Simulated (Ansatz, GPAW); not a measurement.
# NaH with GLLB-SC from a Python script

These are simulated results from GPAW 26.7.0, not measurements. The cell was built from a prototype and was relaxed with r2SCAN in plane waves (Ansatz 0.2.0). Not every such cell is a known phase. All runs are without spin polarisation.

It is cubic, Pm-3m (No. 221); a = 2.932 Å in the conventional setting, 12.61 Å³ an atom. Na has 8 H at 2.54 Å; H has 8 Na at 2.54 Å.

GLLB-SC is a model potential. Its fundamental gap is the Kohn-Sham gap plus a derivative discontinuity, which the script evaluates at the band edges among the listed k points. Its total energy isn't variational and serves nothing here.

The script, run.py:

```python
import json
from ase import Atoms
from gpaw import GPAW, PW, FermiDirac

atoms = Atoms(['Na', 'H'],
              cell=[[2.932391, -0.0, -0.0], [-0.0, 2.932391, 0.0], [-0.0, 0.0, 2.932391]],
              scaled_positions=[[-0.0, -0.0, -0.0], [0.5, 0.5, 0.5]],
              pbc=True)
calc = GPAW(mode=PW(400), xc='GLLBSC', kpts={'size': (6, 6, 6), 'gamma': True},
            occupations=FermiDirac(0.02), maxiter=100, legacy_gpaw=True, txt='gpaw.txt')
atoms.calc = calc
res = {'energy': atoms.get_potential_energy(force_consistent=True)}
res['electrons'] = calc.get_number_of_electrons()
res['k'] = calc.get_ibz_k_points().tolist()
res['levels'] = [calc.get_eigenvalues(kpt=i).tolist() for i in range(len(res['k']))]
points = [[0.0, 0.0, 0.0], [0.0, 0.5, 0.0], [0.5, 0.5, 0.0], [0.5, 0.5, 0.5], [0.0, 0.0, 0.5]]
bands = calc.fixed_density(kpts=points, symmetry='off', nbands=round(res['electrons']) // 2 + 6, convergence={'bands': -2}, txt='bands.txt')
res['points'] = [bands.get_eigenvalues(kpt=i).tolist() for i in range(len(points))]
homo, lumo = bands.get_homo_lumo()
potential = calc.hamiltonian.xc.response.calculate_discontinuity_potential(homo, lumo)
res['discontinuity'] = bands.hamiltonian.xc.response.calculate_discontinuity(potential)
json.dump(res, open('results.json', 'w'))
print('free energy (eV):', round(res['energy'], 5))
```

Command: `python run.py`. It took 3.3 s on 1 thread of Arm Neoverse V1, on a shared host, peak memory 0.12 GiB.

The log gpaw.txt, trimmed of paths, versions and times, then the last line on the terminal. An iter line gives the energy in eV and the logarithms of the changes of orbitals (plane waves alone) and density (c: converged):

```
___ ___ ___ _ _ _
 |   |   |_  | | | |

 | | | | | . | | | |

 |__ |  _|___|_____|  26.7.0
 |___|_|

Input parameters:
  kpts: {gamma: True,
         size: (6, 6, 6)}
  maxiter: 100
  mode: {ecut: 400.0,
         name: pw}
  occupations: {fixmagmom: False,
                name: fermi-dirac,
                width: 0.02}
  xc: GLLBSC

System changes: positions, numbers, cell, pbc, initial_charges, initial_magmoms

Initialize ...

species:
  Na:
    name:    Sodium
    Z:       11.0
    valence: 7
    core:    4
    charge:  0.0  # [|e|]
    compensation charges:
      type: gauss
      rc: 0.37  # [Å]
      lmax: 2
    cutoffs:
      filter: 2.17  # [Å]
      core: 2.51  # [Å]
    projectors
    | kind |    occ | energy [eV] | rcut [Å] |

    |------|--------|-------------|----------|

    |   3s |  1.000 |      -3.912 |    1.201 |

    |   2p |  6.000 |     -30.109 |    1.217 |

    |   3p |  0.000 |      -2.230 |    1.217 |

    |    s |        |      23.299 |    1.201 |

    |    d |        |       0.000 |    1.238 |

    Using partial waves for Na as LCAO basis

  H:
    name:    Hydrogen
    Z:       1.0
    valence: 1
    core:    0
    charge:  0.0  # [|e|]
    compensation charges:
      type: gauss
      rc: 0.15  # [Å]
      lmax: 2
    cutoffs:
      filter: 0.85  # [Å]
      core: 0.53  # [Å]
    projectors
    | kind |    occ | energy [eV] | rcut [Å] |

    |------|--------|-------------|----------|

    |   1s |  1.000 |     -10.450 |    0.476 |

    |    s |        |      16.761 |    0.476 |

    |    p |        |       0.000 |    0.476 |

    Using partial waves for H as LCAO basis

Reference energy: -4419.485077  # eV

Spin-paired calculation

Convergence criteria:
 Maximum [total energy] change in last 3 cyles: 0.0005 eV / valence electron
 Maximum integral of absolute [dens]ity change: 0.0001 electrons / valence electron
 Maximum integral of absolute [eigenst]ate change: 4e-08 eV^2 / valence electron
 Maximum number of scf [iter]ations: 100
 (Square brackets indicate name in SCF output, whereas a 'c' in
 the SCF output indicates the quantity has converged.)

Symmetries present (total): 48

  ( 1  0  0)  ( 1  0  0)  ( 1  0  0)  ( 1  0  0)  ( 1  0  0)  ( 1  0  0)
  ( 0  1  0)  ( 0  1  0)  ( 0  0  1)  ( 0  0  1)  ( 0  0 -1)  ( 0  0 -1)
  ( 0  0  1)  ( 0  0 -1)  ( 0  1  0)  ( 0 -1  0)  ( 0  1  0)  ( 0 -1  0)

  ( 1  0  0)  ( 1  0  0)  ( 0  1  0)  ( 0  1  0)  ( 0  1  0)  ( 0  1  0)
  ( 0 -1  0)  ( 0 -1  0)  ( 1  0  0)  ( 1  0  0)  ( 0  0  1)  ( 0  0  1)
  ( 0  0  1)  ( 0  0 -1)  ( 0  0  1)  ( 0  0 -1)  ( 1  0  0)  (-1  0  0)

  ( 0  1  0)  ( 0  1  0)  ( 0  1  0)  ( 0  1  0)  ( 0  0  1)  ( 0  0  1)
  ( 0  0 -1)  ( 0  0 -1)  (-1  0  0)  (-1  0  0)  ( 1  0  0)  ( 1  0  0)
  ( 1  0  0)  (-1  0  0)  ( 0  0  1)  ( 0  0 -1)  ( 0  1  0)  ( 0 -1  0)

  ( 0  0  1)  ( 0  0  1)  ( 0  0  1)  ( 0  0  1)  ( 0  0  1)  ( 0  0  1)
  ( 0  1  0)  ( 0  1  0)  ( 0 -1  0)  ( 0 -1  0)  (-1  0  0)  (-1  0  0)
  ( 1  0  0)  (-1  0  0)  ( 1  0  0)  (-1  0  0)  ( 0  1  0)  ( 0 -1  0)

  ( 0  0 -1)  ( 0  0 -1)  ( 0  0 -1)  ( 0  0 -1)  ( 0  0 -1)  ( 0  0 -1)
  ( 1  0  0)  ( 1  0  0)  ( 0  1  0)  ( 0  1  0)  ( 0 -1  0)  ( 0 -1  0)
[... 2 lines left out ...]
  ( 0  0 -1)  ( 0  0 -1)  ( 0 -1  0)  ( 0 -1  0)  ( 0 -1  0)  ( 0 -1  0)
  (-1  0  0)  (-1  0  0)  ( 1  0  0)  ( 1  0  0)  ( 0  0  1)  ( 0  0  1)
  ( 0  1  0)  ( 0 -1  0)  ( 0  0  1)  ( 0  0 -1)  ( 1  0  0)  (-1  0  0)

  ( 0 -1  0)  ( 0 -1  0)  ( 0 -1  0)  ( 0 -1  0)  (-1  0  0)  (-1  0  0)
  ( 0  0 -1)  ( 0  0 -1)  (-1  0  0)  (-1  0  0)  ( 0  1  0)  ( 0  1  0)
  ( 1  0  0)  (-1  0  0)  ( 0  0  1)  ( 0  0 -1)  ( 0  0  1)  ( 0  0 -1)

  (-1  0  0)  (-1  0  0)  (-1  0  0)  (-1  0  0)  (-1  0  0)  (-1  0  0)
  ( 0  0  1)  ( 0  0  1)  ( 0  0 -1)  ( 0  0 -1)  ( 0 -1  0)  ( 0 -1  0)
  ( 0  1  0)  ( 0 -1  0)  ( 0  1  0)  ( 0 -1  0)  ( 0  0  1)  ( 0  0 -1)

216 k-points: 6 x 6 x 6 Monkhorst-Pack grid + [1/12,1/12,1/12]
20 k-points in the irreducible part of the Brillouin zone
       k-points in crystal coordinates                weights
   0:     0.00000000    0.00000000    0.00000000          1/216
   1:     0.16666667    0.00000000    0.00000000          6/216
   2:     0.16666667    0.16666667    0.00000000         12/216
   3:     0.16666667    0.16666667    0.16666667          8/216
   4:     0.33333333    0.00000000    0.00000000          6/216
   5:     0.33333333    0.16666667    0.00000000         24/216
   6:     0.33333333    0.16666667    0.16666667         24/216
   7:     0.33333333    0.33333333    0.00000000         12/216
   8:     0.33333333    0.33333333    0.16666667         24/216
   9:     0.33333333    0.33333333    0.33333333          8/216
          ...
  19:     0.50000000    0.50000000    0.50000000          1/216

Wave functions: Plane wave expansion
  Cutoff energy: 400.000 eV
  Number of coefficients (min, max): 447, 480
  Pulay-stress correction: 0.000000 eV/Ang^3 (de/decut=0.000000)
  Using FFTW library
  ScaLapack parameters: grid=1x1, blocksize=None
  Wavefunction extrapolation:
    Improved wavefunction reuse through dual PAW basis

Occupation numbers: Fermi-Dirac:
  width: 0.0200  # eV

Eigensolver
   Davidson(niter=2)

Densities:
  Coarse grid: 14*14*14 grid
  Fine grid: 28*28*28 grid
  Total Charge: 0.000000

Density mixing:
  Method: separate
  Backend: msr1
  Linear mixing parameter: 0.05
  old densities: 10
  Width of damping distribution: 1.1
  Damping of long wavelength oscillations: 20

Hamiltonian:
  XC and Coulomb potentials evaluated on a 28*28*28 grid
  Using the GLLBSC Exchange-Correlation functional
  External potential:
    NoExternalPotential

XC parameters: GLLBSC functional being used consists of
  -----------------------------------------------------------------------
  | Weight | Module     | Description                                   |

  -----------------------------------------------------------------------
  |  1.000 | SCREENING  | GGA_X_PBE_SOL with 2 nearest neighbor stencil |

  |  1.000 | RESPONSE   | eps=0.0500 eV                                 |

  |  1.000 | XC         | GGA_C_PBE_SOL with 2 nearest neighbor stencil |

  -----------------------------------------------------------------------

Memory estimate:
  Process memory now: 109.44 MiB
  Calculator: 4.71 MiB
    Density: 1.57 MiB
      Arrays: 0.54 MiB
      Localized functions: 0.61 MiB
      Mixer: 0.42 MiB
    Hamiltonian: 0.37 MiB
      Arrays: 0.36 MiB
      XC: 0.00 MiB
      Poisson: 0.00 MiB
      vbar: 0.01 MiB
    Wavefunctions: 2.77 MiB
      Arrays psit_nG: 1.17 MiB
      Eigensolver: 0.11 MiB
      Projections: 0.04 MiB
      Projectors: 1.19 MiB
      PW-descriptor: 0.25 MiB

Total number of cores used: 1

Number of atoms: 2
Number of atomic orbitals: 8
Number of bands in calculation: 8
Number of valence electrons: 8
Bands to converge: occupied

... initialized

Initializing position-dependent things.

Density initialized from atomic densities
Creating initial wave functions:
  8 bands from LCAO basis set

   .------.
  /|      |

 * |      |

 | | H    |

 | .------.
 |/      /
 Na-----*
Positions:
   0 Na     0.000000    0.000000    0.000000    ( 0.0000,  0.0000,  0.0000)
   1 H      1.466195    1.466195    1.466195    ( 0.0000,  0.0000,  0.0000)

Unit cell:
           periodic     x           y           z      points  spacing
  1. axis:    yes    2.932391   -0.000000   -0.000000    14     0.2095
  2. axis:    yes   -0.000000    2.932391    0.000000    14     0.2095
  3. axis:    yes   -0.000000    0.000000    2.932391    14     0.2095

  Lengths:   2.932391   2.932391   2.932391
  Angles:   90.000000  90.000000  90.000000

Effective grid spacing dv^(1/3) = 0.2095

iter:   1    -7.109603
iter:   2    -6.681663   -1.62  -1.02
iter:   3    -5.256442   -2.23  -1.03
iter:   4    -4.485825   -2.62  -1.51
iter:   5    -4.866218   -2.72  -1.79
iter:   6    -4.849963   -3.60  -2.49
iter:   7    -4.835349   -5.09  -2.95
iter:   8    -4.834975   -6.13  -3.65
iter:   9    -4.835542c  -7.31  -4.32c
iter:  10    -4.834716c  -8.08c -4.32c

Converged after 10 iterations.

Energy contributions relative to reference atoms: (reference = -4419.485077)

Kinetic:         +7.000346
Potential:       -5.829382
External:        +0.000000
XC:              -5.986239
Entropy (-ST):   -0.000000
Local:           -0.019441
SIC:             +0.000000
--------------------------
Free energy:     -4.834716
Extrapolated:    -4.834716

GLLBSC response reference energy: 0.11290 eV (from HOMO)

Showing only first 2 kpts
 Kpt  Band  Eigenvalues  Occupancy
  0     2    -24.42527    2.00000
  0     3     -5.08338    2.00000
  0     4     10.03636    0.00000
  0     5     14.10656    0.00000

  1     2    -24.42202    2.00000
  1     3     -4.68620    2.00000
  1     4      7.83294    0.00000
  1     5     11.54196    0.00000

Fermi level: 0.53541

Gap: 2.712 eV
Transition (v -> c):
  (s=0, k=19, n=3, [0.50, 0.50, 0.50]) -> (s=0, k=10, n=4, [0.50, 0.00, 0.00])
Direct/indirect transitions are different
Direct gap: 5.736 eV
Transition at: (s=0, k=10, n=3, [0.50, 0.00, 0.00])

free energy (eV): -4.83472
```

The gap in the log is over the mesh alone; results.json adds the listed points. GLLB-SC gives a gap of 3.86 eV (2.712 eV Kohn-Sham over the listed points plus 1.151 eV discontinuity). On the same cell, plane-wave PBE (Ansatz, 8×8×8 k points and the special points) gives a gap of 1.03 eV and r2SCAN a gap of 1.60 eV; on shared hosts these took about 0.87 and 2.2 core-seconds on the 2-atom cell, against 3.3 for the script. Semilocal gaps usually lie below measured ones.
